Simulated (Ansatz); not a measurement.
All numbers below come from DFT, PBE, plane waves (420 eV) with PAW, scalar-relativistic in Ansatz.

An element in the simple cubic structure gives this curve. The cell is scaled uniformly from the relaxed one, with fractional coordinates and shape fixed. Energies are extrapolated to zero smearing, pressures are those at the given smearing. Magnetic state: spin not included.

```tsv
V (Å³/atom)	E − E₀ (meV/atom)	P (GPa)
18.262	131.7	19.28
19.092	53.2	11.10
19.922	12.2	4.81
20.752	0.0	-0.02
21.582	9.9	-3.71
22.412	36.7	-6.52
23.242	76.3	-8.62
```

Problem. Which element is it?
A. platinum
B. gold
C. tungsten
D. titanium

Solution. B. Its fit is V₀ = 20.76 Å³/atom, B₀ = 106 GPa, B₀′ = 5.7.
